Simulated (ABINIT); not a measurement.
The system is Co.

```
CELL_PARAMETERS angstrom
2.47200 0.00000 0.00000
-1.23600 2.14081 0.00000
0.00000 0.00000 4.02114
ATOMIC_POSITIONS crystal
Co 0.66667 0.33333 0.75000
Co 0.33333 0.66667 0.25000
```

Base run:

* Program: ABINIT 10.8.3 (patched build)
* Functional: PBEsol
* Potentials or basis: JTH PAW PBE v2.0
* Cutoff: 707 eV
* k mesh: 10 × 10 × 6
* Occupations: fermi-dirac, width 0.05 eV
* Spin: collinear spin, ferromagnetic start
* Starting moments: [2.0, 2.0] μB

Its results: band gap on the k mesh none (metal or under the smearing width); pressure -4.0 GPa; net moment 3.29 μB per cell; site moments Co +1.71 μB.

**Question.** The run is repeated on the same cell with these changes: k mesh from 10 × 10 × 6 to 7 × 7 × 4. What comes out?

**Answer.** Band gap on the k mesh none (metal or under the smearing width); pressure -5.5 GPa; net moment 3.11 μB per cell; site moments Co +1.63 μB.

Caveats: some runs use coarse meshes; the PAW data sets were made with another functional, which shifts forces and pressure a little.
